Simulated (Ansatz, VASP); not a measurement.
Two plane-wave programs on Al

```
CELL_PARAMETERS angstrom
-1.59122 1.59122 1.59122
1.59122 -1.59122 1.59122
1.59122 1.59122 -1.59122
ATOMIC_POSITIONS crystal
Al 0.00000 0.00000 0.00000
```

This isn't the form of Al at room conditions, which is fcc.

Alike in both runs: task relaxation of cell and atoms; functional LDA; k mesh 10 × 10 × 10; no spin polarisation.

|  | VASP | Ansatz |
| --- | --- | --- |
| version | VASP 6.6.1 | Ansatz 0.2.0 |
| potentials or method | VASP PAW LDA potentials, release 64 (Al) | plane waves, PAW |
| plane-wave cutoff (eV) | 600 | 420 |
| occupations | methfessel-paxton of order 1, width 0.15 eV | cold, width 0.15 eV |
| valence electrons in the cell | 3 | 3 |

|  | VASP | Ansatz | Ansatz less VASP |
| --- | --- | --- | --- |
| relaxed volume (Å³/atom) | 16.35 | 16.30 | -0.048 |
| relaxed cell length with the largest relative difference (Å) | 2.769 | 2.767 | -0.0027 |
